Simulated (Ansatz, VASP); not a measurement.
## Two plane-wave programs on BN

The input INCAR:

```
SYSTEM = BN
PREC = Accurate ; ENCUT = 520
EDIFF = 1E-6 ; ISMEAR = 0
SIGMA = 0.01 ; LREAL = .False.
LASPH = .True. ; NELM = 60
ALGO = Normal ; ISIF = 2
LWAVE = .False. ; LCHARG = .True.
GGA = PS ; LELF = .True.
LVHAR = .True. ; NBANDS = 16
```

The input KPOINTS:

```
regular mesh
0
Gamma
  9 9 6
  0 0 0
```

Contents of POSCAR:

```
BN
1.0
    2.5420668336      0.0000000000      0.0000000000
   -1.2710334168      2.2014944560      0.0000000000
    0.0000000000      0.0000000000      4.1606277790
B N
2 2
Direct
    0.3333333333      0.6666666667     -0.0003399502
    0.6666666667      0.3333333333      0.4996600498
    0.3333333333      0.6666666667      0.3743399502
    0.6666666667      0.3333333333      0.8743399502
```

Input for Ansatz:

```yaml
crystal:
  lattice:
    - [2.5420668336, 0.0, 0.0]
    - [-1.2710334168, 2.201494456, 0.0]
    - [0.0, 0.0, 4.160627779]
  atoms:
    - { symbol: B, position: [0.3333333333, 0.6666666667, -0.0003399502] }
    - { symbol: B, position: [0.6666666667, 0.3333333333, 0.4996600498] }
    - { symbol: "N", position: [0.3333333333, 0.6666666667, 0.3743399502] }
    - { symbol: "N", position: [0.6666666667, 0.3333333333, 0.8743399502] }
basis:
  ecutwfc: 420
kpoints:
  mp_grid: { grid: [9, 9, 6] }
  band_path:
    path:
      - [0.0, 0.0, 0.0]
      - [0.0, 0.0, 0.0]
      - [0.0, 0.0, 0.0]
      - [0.0, 0.0, 0.0]
      - [0.0, 0.0, 0.0]
      - [0.0, 0.0, 0.0]
      - [0.0, 0.0, 0.0]
      - [0.0, 0.0, 0.0]
      - [0.0, 0.0, 0.0]
      - [0.0, 0.0, 0.0]
      - [0.0, 0.0, 0.0]
      - [0.0, 0.0, 0.0]
      - [0.0, 0.0, 0.0]
      - [0.0, 0.0, 0.0]
      - [0.0, 0.0, 0.0]
      - [0.0, 0.0, 0.0]
      - [0.0, 0.0, 0.0]
      - [0.0, 0.0, 0.0]
      - [0.0, 0.0, 0.0]
      - [0.0, 0.0, 0.0]
      - [0.0, 0.0, 0.0]
      - [0.0, 0.0, 0.0]
      - [0.0, 0.0, 0.0]
      - [0.0, 0.0, 0.0]
      - [0.0, 0.0, 0.0]
      - [0.0, 0.0, 0.0]
      - [0.3, 0.0, 0.0]
      - [0.3166666667, 0.0, 0.0]
      - [0.3333333333, 0.0, 0.0]
      - [0.35, 0.0, 0.0]
      - [0.3666666667, 0.0, 0.0]
      - [0.3833333333, 0.0, 0.0]
      - [0.4, 0.0, 0.0]
      - [0.4166666667, 0.0, 0.0]
      - [0.4333333333, 0.0, 0.0]
      - [0.45, 0.0, 0.0]
      - [0.4666666667, 0.0, 0.0]
      - [0.4833333333, 0.0, 0.0]
      - [0.5, 0.0, 0.0]
      - [0.5, 0.0, 0.0]
      - [0.5, 0.0, 0.0416666667]
      - [0.5, 0.0, 0.0833333333]
      - [0.5, 0.0, 0.125]
      - [0.5, 0.0, 0.1666666667]
      - [0.5, 0.0, 0.2083333333]
      - [0.5, 0.0, 0.25]
      - [0.5, 0.0, 0.2916666667]
      - [0.5, 0.0, 0.3333333333]
      - [0.5, 0.0, 0.375]
      - [0.5, 0.0, 0.4166666667]
      - [0.5, 0.0, 0.4583333333]
      - [0.5, 0.0, 0.5]
      - [0.3333333333, 0.3333333333, 0.0]
      - [0.3333333333, 0.3333333333, 0.0]
      - [0.3333333333, 0.3333333333, 0.0]
      - [0.3333333333, 0.3333333333, 0.0]
      - [0.3333333333, 0.3333333333, 0.0]
      - [0.3333333333, 0.3333333333, 0.0]
      - [0.3333333333, 0.3333333333, 0.0]
      - [0.3333333333, 0.3333333333, 0.0]
      - [0.3333333333, 0.3333333333, 0.0]
      - [0.3333333333, 0.3333333333, 0.0]
      - [0.3333333333, 0.3333333333, 0.0]
      - [0.3333333333, 0.3333333333, 0.0]
      - [0.3333333333, 0.3333333333, 0.0]
      - [0.0, 0.0, 0.5]
      - [0.0, 0.0, 0.5]
      - [0.0, 0.0, 0.5]
      - [0.0, 0.0, 0.5]
      - [0.0, 0.0, 0.5]
      - [0.0, 0.0, 0.5]
      - [0.0, 0.0, 0.5]
      - [0.0, 0.0, 0.5]
      - [0.0, 0.0, 0.5]
      - [0.0, 0.0, 0.5]
      - [0.0, 0.0, 0.5]
      - [0.0, 0.0, 0.5]
      - [0.0, 0.0, 0.5]
    npoints: 1
hamiltonian:
  xc: pbesol
  pseudopotentials: { kind: paw, azcp: { folder: soft_1 } }
scf:
  occupations: { method: fixed }
  n_extra_bands: 6
output:
  eigenvalues: true
```

Alike in both runs: task single point; functional PBEsol; k mesh 9 × 9 × 6; no spin polarisation.

```csv
,VASP,Ansatz
version,VASP 6.6.1,Ansatz 0.2.0
potentials or method,"VASP PAW PBE potentials, release 64 (B, N)","scalar-relativistic, plane waves, PAW"
plane-wave cutoff (eV),520,420
occupations,"gaussian, width 0.01 eV",fixed
valence electrons in the cell,16,16
```

Ansatz gave:

```
gap on the k mesh at the Fermi level (eV) : 5.00
least direct gap on the mesh (eV)         : 8.21
```

Question: What did VASP give for the same quantities?

Answer: gap on the k mesh at the Fermi level (eV): 4.98; least direct gap on the mesh (eV): 8.20.

Ansatz warned: «pseudo_functional_mismatch».

Caveats: an odd mesh through Γ misses points on the zone boundary, where band edges often lie. Expect the measured gap to be larger: semilocal functionals such as PBEsol lack the derivative discontinuity.
